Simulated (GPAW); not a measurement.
Here is a GPAW 26.7.0 calculation.

run.py

```python
from ase import Atoms
from ase.filters import FrechetCellFilter
from ase.io import write
from ase.optimize import FIRE
from gpaw import GPAW, PW

atoms = Atoms(['As', 'As'],
              cell=[[1.8807968987, 1.0858785957, 3.5140619945],
                    [-1.8807968987, 1.0858785957, 3.5140619945],
                    [0.0, -2.1717571915, 3.5140619945]],
              scaled_positions=[[0.226, 0.226, 0.226],
                                [0.774, 0.774, 0.774]],
              pbc=True)

calc = GPAW(mode=PW(600),
            xc='MGGA_X_R2SCAN+MGGA_C_R2SCAN',
            kpts={'size': (6, 6, 6), 'gamma': True},
            occupations={'name': 'fermi-dirac', 'width': 0.05},
            nbands=13,
            convergence={'density': 1e-06, 'energy': 1e-06, 'eigenstates': 1e-10},
            maxiter=150,
            txt='gpaw.txt')
atoms.calc = calc
opt = FIRE(FrechetCellFilter(atoms), trajectory='relax.traj', logfile='-')
done = opt.run(fmax=0.05, steps=100)
calc.write('gs.gpw')
write('result.traj', atoms)
print('Converged:', done)
print('Cell:', atoms.cell.cellpar().round(4))
print('Volume:', round(atoms.get_volume(), 4))
print(atoms.get_scaled_positions().round(5))
```

Potentials or basis: GPAW PAW data sets (gpaw-data 1.2.1), pw.

Command:

```bash
$ OMP_NUM_THREADS=1 python run.py
```

Q: What does it give for the relaxed volume?

A: 22.05 Å³/atom.

Q: Predict the space group after relaxing (to 0.05 Å).

A: R-3m (No. 166).

Q: What does it give for the band gap on the k mesh?

A: None (metal or under the smearing width).

Forces in eV/Å, atoms in the order of the input:
```
As   0.000  0.000 -0.034
As   0.000  0.000  0.034
```

Caveat: later steps reuse the first step's grids; the PAW data sets were made with another functional, which shifts forces and pressure a little. Zero-point motion and thermal expansion aren't in these numbers.
